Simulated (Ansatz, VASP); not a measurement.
## Au in VASP and in Ansatz

The input INCAR:

```
SYSTEM = Au
PREC = Accurate ; ENCUT = 520
EDIFF = 1E-6 ; ISMEAR = 0
SIGMA = 0.1 ; LREAL = .False.
LASPH = .True. ; NELM = 100
ALGO = Normal ; ISIF = 2
LWAVE = .False. ; LCHARG = .True.
GGA = PE ; LELF = .True.
LVHAR = .True. ; NBANDS = 12
```

Contents of KPOINTS:

```
regular mesh
0
Gamma
  6 6 6
  0 0 0
```

File POSCAR:

```
Au
1.0
    2.5534984900      0.0000000000      0.0000000000
    0.0000000000      2.5534984900      0.0000000000
    0.0000000000      0.0000000000      2.8494247000
Au
1
Direct
    0.0000000000      0.0000000000      0.5000000000
```

Input for Ansatz:

```yaml
crystal:
  lattice:
    - [2.55349849, 0.0, 0.0]
    - [0.0, 2.55349849, 0.0]
    - [0.0, 0.0, 2.8494247]
  atoms:
    - { symbol: Au, position: [0.0, 0.0, 0.5] }
basis:
  ecutwfc: 420
kpoints:
  mp_grid: { grid: [6, 6, 6] }
hamiltonian:
  xc: pbe
scf:
  occupations: { method: gaussian, width: 0.1 }
  lower_state_search: "off"
output:
  forces: true
  stress: true
  eigenvalues: true
```

Alike in both runs: task single point; functional PBE; k mesh 6 × 6 × 6; occupations gaussian, width 0.1 eV; no spin polarisation.

|  | VASP | Ansatz |
| --- | --- | --- |
| version | VASP 6.6.1 | Ansatz 0.2.0 |
| potentials or method | VASP PAW PBE potentials, release 64 (Au) | scalar-relativistic, plane waves, PAW |
| plane-wave cutoff (eV) | 520 | 420 |
| valence electrons in the cell | 11 | 19 |

```csv
,VASP,Ansatz,Ansatz less VASP
gap on the k mesh at the Fermi level (eV),none,none,-
pressure (GPa),19.9,20.2,+0.35
largest component of the traceless stress (GPa),24.14,24.36,+0.216
```

A gap of «none» marks a metal or a gap that the smearing closes. The two sets of potentials don't hold the same shells in valence.

Caveats: the k mesh is coarse (spacing up to 0.41 Å⁻¹), so the values aren't converged; so large a pressure means that the cell lies far from this level's equilibrium, or that cutoff or potentials fall short (VASP). The runs have no spin-orbit coupling, so splittings on Au are missing.
